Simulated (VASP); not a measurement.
Li2Se, 3 atoms in the cell. The structure is cubic, space group Fm-3m (No. 225). Conventional cell: a = 6.005 Å, b = 6.005 Å, c = 6.005 Å, α = 90.00°, β = 90.00°, γ = 90.00°. Se (site symmetry m-3m) has 8 Li at 2.60 Å as nearest neighbours. Around Li (site symmetry -43m) lie 4 Se at 2.60 Å. 

* Program: VASP 6.6.1
* Task: band structure
* Functional: r2SCANh
* Potentials or basis: VASP PAW PBE potentials, release 64 (Se, Li_sv)
* Cutoff: 520 eV
* k mesh: 4 × 4 × 4
* Occupations: fermi-dirac, width 0.05 eV
* Spin: no spin polarisation
* Grid for exact exchange (PRECFOCK): Fast
* Exchange at q = 0: truncated
* Further INCAR settings: ALGO = Normal; EDIFF = 1e-07; NBANDS = 13

Potentials or basis: VASP PAW PBE potentials, release 64 (Se, Li_sv).

Launch:

```sh
$ cat potpaw_PBE.64/Se/POTCAR potpaw_PBE.64/Li_sv/POTCAR > POTCAR
$ cp INCAR.step1 INCAR
$ mpirun -np 1 vasp_std > vasp.out
$ cp INCAR.step2 INCAR
$ mpirun -np 1 vasp_std > vasp.out
```

Hardware: 1 thread of AMD EPYC 9R45 96-Core Processor (Zen 5), on a shared host.

Question: How long does it take, and how much memory?

Answer: It took 16 min on 1 thread of AMD EPYC 9R45 96-Core Processor (Zen 5), on a shared host, peak memory 0.2 GiB. Counts: scf iterations 132, k points 8.
